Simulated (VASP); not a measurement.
Calculation: PBE GGA, VASP's PBE PAW potentials (set 64) (plane waves; VASP).

VASP ran on this input.

**INCAR**
```
SYSTEM = BeO
PREC = Accurate
ENCUT = 520
EDIFF = 1E-6
NELM = 100
ALGO = Normal
LREAL = .FALSE.
LASPH = .TRUE.
ISMEAR = 0
SIGMA = 0.05
GGA = PE
LWAVE = .FALSE.
LCHARG = .FALSE.
ISIF = 2
```

**POSCAR**
```
BeO
1
    1.3500000000    -2.3382690000     0.0000000000
    1.3500000000     2.3382690000     0.0000000000
    0.0000000000     0.0000000000     4.3800000000
Be O
2 2
Direct
  0.6666670000   0.3333330000   0.5000000000
  0.3333330000   0.6666670000   0.0000000000
  0.6666670000   0.3333330000   0.8780000000
  0.3333330000   0.6666670000   0.3780000000
```

File KPOINTS:
```
K-points
0
gamma
8 8 5
```

POTCAR, in this order: Be O (PBE.64 set). Program: vasp_std.

The run wrote:

**OSZICAR**
```
       N       E                     dE             d eps       ncg     rms          rms(c)
DAV:   1     0.631059059592E+02    0.63106E+02   -0.88778E+03   720   0.127E+03
DAV:   2    -0.273789984707E+02   -0.90485E+02   -0.85676E+02   944   0.281E+02
DAV:   3    -0.306256159549E+02   -0.32466E+01   -0.32345E+01   960   0.568E+01
DAV:   4    -0.306496293482E+02   -0.24013E-01   -0.24004E-01   884   0.562E+00
DAV:   5    -0.306499255148E+02   -0.29617E-03   -0.29613E-03   944   0.532E-01    0.910E+00
DAV:   6    -0.284635575928E+02    0.21864E+01   -0.74741E+00   828   0.248E+01    0.290E+00
DAV:   7    -0.284488899634E+02    0.14668E-01   -0.14910E-01   844   0.391E+00    0.185E+00
DAV:   8    -0.284568100885E+02   -0.79201E-02   -0.41409E-02   772   0.293E+00    0.267E-01
DAV:   9    -0.284557206789E+02    0.10894E-02   -0.29394E-03   952   0.549E-01    0.707E-02
DAV:  10    -0.284560410026E+02   -0.32032E-03   -0.82432E-04   824   0.247E-01    0.502E-02
DAV:  11    -0.284560064252E+02    0.34577E-04   -0.16588E-04   896   0.121E-01    0.403E-03
DAV:  12    -0.284560059023E+02    0.52288E-06   -0.40124E-06   872   0.220E-02
   1 F= -.28456006E+02 E0= -.28456006E+02  d E =-.109949E-10
```

File OUTCAR:
```
------------------------ aborting loop because EDIFF is reached ----------------------------------------
  FORCE on cell =-STRESS in cart. coord.  units (eV):
  Direction    XX          YY          ZZ          XY          YZ          ZX
  --------------------------------------------------------------------------------------
  Total        0.5666338      0.5666340      0.6432216      0.0000000     -0.0000000      0.0000000
  in kB       32.8307439     32.8307554     37.2682349      0.0000000     -0.0000000      0.0000000
  external PRESSURE =      34.3099114 kB  Pullay stress =       0.0000000 kB
  volume of cell :       27.65
      direct lattice vectors                 reciprocal lattice vectors
     1.350000000 -2.338269000  0.000000000     0.370370370 -0.213833396  0.000000000
     1.350000000  2.338269000  0.000000000     0.370370370  0.213833396  0.000000000
     0.000000000  0.000000000  4.380000000     0.000000000  0.000000000  0.228310502
 POSITION                                       TOTAL-FORCE (eV/Angst)
 -----------------------------------------------------------------------------------
      1.35000     -0.77942      2.19000        -0.000000     -0.000000      0.005459
      1.35000      0.77942      0.00000         0.000000     -0.000000      0.005459
      1.35000     -0.77942      3.84564        -0.000000     -0.000000     -0.005459
      1.35000      0.77942      1.65564        -0.000000      0.000000     -0.005459
 -----------------------------------------------------------------------------------
    total drift:                               -0.000000      0.001584      0.000693
  FREE ENERGIE OF THE ION-ELECTRON SYSTEM (eV)
  ---------------------------------------------------
  free  energy   TOTEN  =       -28.4560059023 eV

  energy  without entropy=      -28.4560059023  energy(sigma->0) =      -28.45600590
```
(Selected blocks of OUTCAR.)

File OUTCAR:
```
 val. band max:        3.6136017566   @ k =   0.0000   0.0000   0.0000

 cond. band min:      11.2013586821   @ k =   0.0000   0.0000   0.0000


 Fermi energy:         3.8129602671

 k-point     1 :       0.0000    0.0000    0.0000
  band No.  band energies     occupation
      1     -15.0905      2.00000
      2     -13.2761      2.00000
      3      -2.6417      2.00000
      4       2.5895      2.00000
      5       2.5896      2.00000
      6       3.5653      2.00000
      7       3.5653      2.00000
      8       3.6136      2.00000
      9      11.2014      0.00000
     10      15.1926      0.00000
     11      17.8568      0.00000
     12      17.8568      0.00000

 k-point     2 :       0.1250    0.0000    0.0000
  band No.  band energies     occupation
      1     -14.9077      2.00000
      2     -13.1798      2.00000
      3      -2.4146      2.00000
      4       1.8538      2.00000
      5       2.2865      2.00000
      6       2.7914      2.00000
      7       3.4484      2.00000
      8       3.4731      2.00000
      9      11.7928      0.00000
     10      15.7650      0.00000
     11      17.5157      0.00000
     12      17.9792      0.00000

 k-point     3 :       0.2500    0.0000    0.0000
  band No.  band energies     occupation
      1     -14.4060      2.00000
      2     -12.9583      2.00000
      3      -1.8044      2.00000
      4       0.2487      2.00000
      5       1.3124      2.00000
      6       1.6674      2.00000
      7       3.0320      2.00000
      8       3.1299      2.00000
      9      12.8054      0.00000
     10      15.9424      0.00000
     11      16.3172      0.00000
     12      18.6008      0.00000

 k-point     4 :       0.3750   -0.0000    0.0000
  band No.  band energies     occupation
      1     -13.7524      2.00000
      2     -12.8054      2.00000
      3      -1.6780      2.00000
      4      -0.3932      2.00000
      5       0.0446      2.00000
      6       1.1442      2.00000
...
```

The compound is BeO in the wurtzite structure. The cell was not relaxed at this level.
